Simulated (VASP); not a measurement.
Crystal: SnO2.

```
Sn O
1.0
    -3.24890    3.41447    3.41402
     3.24890   -3.41447    3.41402
     3.24890    3.41447   -3.41402
Sn O
4 8
Direct
  0.99640 0.24640 0.75000
  0.00360 0.75360 0.25000
  0.50000 0.50000 0.50000
  0.50000 0.00000 0.00000
  0.19350 0.19623 0.50272
  0.69756 0.75406 0.94351
  0.19350 0.69078 0.99728
  0.31056 0.75406 0.55649
  0.68944 0.24594 0.44350
  0.30244 0.24594 0.05649
  0.80650 0.30922 0.00272
  0.80650 0.80377 0.49728
```

The cell is a database's computed one.

| Item | Value |
| --- | --- |
| Program | VASP 6.6.1 |
| Task | relaxation of cell and atoms |
| Functional | PBEsol |
| Potentials or basis | VASP PAW PBE potentials, release 64 (Sn_d, O) |
| Cutoff | 600 eV |
| k mesh | 6 × 6 × 6 |
| Occupations | gaussian, width 0.02 eV |
| Spin | no spin polarisation |

At the start: pressure -6.2 GPa; volume 12.62 Å³/atom.

Question: Where does the relaxation end?

Answer: Over 19 steps the energy falls by 8.6 meV/atom and the volume is 12.20 Å³/atom (-3.3 %); space group P4_2/mnm (No. 136, to 0.05 Å).

The path:
```tsv
step	energy change (eV)	largest force (eV/Å)	pressure (GPa)	volume (Å³)
1	0.0000	0.0845	-6.16	151.49
2	0.0521	0.3015	8.58	141.10
3	-0.0977	0.0818	-0.13	146.71
4	-0.0977	0.0849	0.00	146.61
5	-0.1004	0.0366	0.08	146.39
6	-0.1005	0.0340	0.09	146.33
7	-0.1010	0.0318	-0.07	146.45
8	-0.1012	0.0299	-0.32	146.62
9	-0.1014	0.0291	-0.28	146.59
10	-0.1019	0.0317	-0.15	146.51
11	-0.1023	0.0499	0.11	146.33
12	-0.1026	0.0417	0.09	146.34
13	-0.1033	0.0201	0.07	146.36
14	-0.1028	0.0377	0.00	146.40
15	-0.1034	0.0203	0.04	146.37
16	-0.1035	0.0137	-0.02	146.43
17	-0.1035	0.0083	-0.07	146.47
18	-0.1036	0.0043	0.03	146.41
19	-0.1036	0.0041	0.02	146.42
```

Final structure:
```
CELL_PARAMETERS angstrom
-3.21549 3.37403 3.37394
3.21549 -3.37403 3.37394
3.21549 3.37403 -3.37394
ATOMIC_POSITIONS crystal
Sn 0.00008 0.25008 0.75000
Sn 0.99992 0.74992 0.25000
Sn 0.50000 0.50000 0.50000
Sn 0.50000 0.00000 0.00000
O 0.19374 0.19370 0.49996
O 0.69378 0.75004 0.94374
O 0.19374 0.69378 0.00004
O 0.30630 0.75004 0.55626
O 0.69370 0.24996 0.44374
O 0.30622 0.24996 0.05626
O 0.80626 0.30622 0.99996
O 0.80626 0.80630 0.50004
```

Caveat: the PAW data sets were made with another functional, which shifts forces and pressure a little.
